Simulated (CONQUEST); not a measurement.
**Au under changes of volume**

One of the cells (16.855 Å³/atom); the others are scaled copies at fixed shape and fractional positions:

```xyz
2
Lattice="2.8779 0.0000 0.0000 0.0000 2.8779 0.0000 0.0000 0.0000 4.0700" Properties=species:S:1:pos:R:3 pbc="T T T"
Au    0.0000    0.0000    0.0000
Au    1.4390    1.4390    2.0350
```

```yaml
Program: CONQUEST 1.3
Functional: PBE
Potentials_or_basis: PseudoDojo NC PBE, DZ, grid of 32 × 32 × 40 points
k_mesh: 9 × 9 × 7
Occupations: fermi-dirac, width 0.05 eV
Spin: no spin polarisation
```

| volume (Å³/atom) | energy over the lowest point (meV/atom) | pressure (GPa) |
| --- | --- | --- |
| 15.843 | 122.90 | 23.1 |
| 16.181 | 79.65 | 17.8 |
| 16.518 | ? | ? |
| 16.855 | 23.56 | 9.0 |
| 17.192 | 8.59 | 5.5 |
| 17.529 | 0.00 | 2.8 |

Question: What does the run at 16.518 Å³/atom give?

Answer: Energy over the lowest point 46.89 meV/atom; pressure 13.3 GPa.

Worked out: A Birch-Murnaghan fit of order 3 (a polynomial in V^(-2/3)) to the other rows has its minimum at 17.84 Å³/atom, just outside them, with B0 = V·E''(V) = 131 GPa and B' = 6.9. It gives 47.03 meV/atom at 16.518 Å³/atom, against the run's 46.89, and -dE/dV = 13.2 GPa, against 13.3.

Energies are extrapolated to zero smearing.

Caveats: the atomic basis is small; the basis of atomic orbitals isn't converged, which shifts pressures, moduli and gaps; the real-space grid breaks the cell's symmetry a little (some runs).
